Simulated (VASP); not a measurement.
MoS2:

```xyz
3
Lattice="1.5855 0.9154 6.1150 -1.5855 0.9154 6.1150 0.0000 -1.8308 6.1150" Properties=species:S:1:pos:R:3 pbc="T T T"
Mo    0.0000    0.0000    0.0000
S     0.0000    0.0000    4.5862
S     0.0000    0.0000   13.7587
```

Measurements of this composition are mostly on another form, of space group No. 194.

* Program: VASP 6.6.1
* Task: relaxation of cell and atoms
* Functional: PBE
* Potentials or basis: VASP PAW PBE potentials, release 64 (Mo_sv, S)
* Cutoff: 600 eV
* k mesh: 10 × 10 × 10
* Occupations: fermi-dirac, width 0.05 eV
* Spin: no spin polarisation

At the start: pressure 7.8 GPa; volume 17.75 Å³/atom.

**Question.** How do energy, volume and symmetry change on relaxing?

**Answer.** Over 21 steps the energy falls by 28.5 meV/atom and the volume is 19.72 Å³/atom (+11.1 %); space group R-3m (No. 166, to 0.05 Å).

Step by step:
| step | energy change (eV) | largest force (eV/Å) | pressure (GPa) | volume (Å³) |
| --- | --- | --- | --- | --- |
| 1 | 0.0000 | 0.9932 | 7.80 | 53.25 |
| 2 | 0.1698 | 1.6193 | -11.38 | 60.18 |
| 3 | -0.0724 | 0.0721 | -0.38 | 55.56 |
| 4 | -0.0725 | 0.0399 | -0.14 | 55.48 |
| 5 | -0.0724 | 0.0214 | 0.00 | 55.43 |
| 6 | -0.0748 | 0.0473 | 0.11 | 55.39 |
| 7 | -0.0761 | 0.0881 | 0.30 | 55.31 |
| 8 | -0.0774 | 0.1108 | 0.03 | 55.60 |
| 9 | -0.0796 | 0.1765 | -0.75 | 56.48 |
| 10 | -0.0798 | 0.2001 | -1.01 | 56.80 |
| 11 | -0.0801 | 0.1926 | -0.97 | 56.83 |
| 12 | -0.0809 | 0.1705 | -0.86 | 56.93 |
| 13 | -0.0824 | 0.1258 | -0.64 | 57.13 |
| 14 | -0.0842 | 0.0352 | -0.17 | 57.53 |
| 15 | -0.0838 | 0.1539 | 0.82 | 58.33 |
| 16 | -0.0847 | 0.0520 | 0.28 | 57.89 |
| 17 | -0.0849 | 0.0442 | 0.21 | 58.06 |
| 18 | -0.0853 | 0.0220 | 0.00 | 58.55 |
| 19 | -0.0854 | 0.0190 | -0.36 | 59.53 |
| 20 | -0.0855 | 0.0005 | -0.20 | 59.10 |
| 21 | -0.0856 | 0.0110 | -0.06 | 59.16 |

Final structure:
```
CELL_PARAMETERS angstrom
1.59647 0.92172 6.70057
-1.59647 0.92172 6.70057
0.00000 -1.84345 6.70057
ATOMIC_POSITIONS crystal
Mo 0.00000 0.00000 0.00000
S 0.25459 0.25459 0.25459
S 0.74541 0.74541 0.74541
```
